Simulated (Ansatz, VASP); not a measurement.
# One calculation of Mo, two programs

The input INCAR:

```
SYSTEM = Mo
PREC = Accurate
ENCUT = 520
EDIFF = 1E-6
ISMEAR = 1
SIGMA = 1.0
LREAL = .FALSE.
LASPH = .TRUE.
NELM = 100
ALGO = Normal
ISIF = 2
LWAVE = .FALSE.
LCHARG = .FALSE.
GGA = PE
NBANDS = 13
```

KPOINTS

```
Automatic mesh
0
G
  14 14 14
  0 0 0
```

The input POSCAR:

```
Mo
1.0
   -1.5813793950      1.5813793950      1.5813793950
    1.5813793950     -1.5813793950      1.5813793950
    1.5813793950      1.5813793950     -1.5813793950
Mo
1
Direct
    0.0000000000      0.0000000000      0.0000000000
```

Input for Ansatz:

```yaml
crystal:
  lattice:
    - [-1.581379395, 1.581379395, 1.581379395]
    - [1.581379395, -1.581379395, 1.581379395]
    - [1.581379395, 1.581379395, -1.581379395]
  atoms:
    - { symbol: Mo, position: [0.0, 0.0, 0.0] }
hamiltonian:
  xc: pbe
  pseudopotentials:
    kind: paw
    azcp:
      Mo: "pseudopotentials/Mo.paw.azcp"
basis:
  ecutwfc: 420
  fft_grid_basis: typed
kpoints:
  mp_grid: { grid: [14, 14, 14], shift: [0, 0, 0] }
magnetization:
  spin_polarized: false
scf:
  occupations: { method: methfessel_paxton, width: 1.0 }
  lower_state_search: "off"
output:
  stress: true
```

Alike in both runs: task single point; functional PBE; k mesh 14 × 14 × 14; occupations methfessel-paxton of order 1, width 1 eV; no spin polarisation.

```csv
,VASP,Ansatz
version,VASP 6.6.1,Ansatz 0.2.0
potentials or method,"VASP PAW PBE potentials, release 64 (Mo_sv)","plane waves (420 eV) with PAW, scalar-relativistic"
plane-wave cutoff (eV),520,420
valence electrons in the cell,14,14
```

```csv
,VASP,Ansatz,Ansatz less VASP
pressure (GPa),-0.8,-1.3,-0.51
```
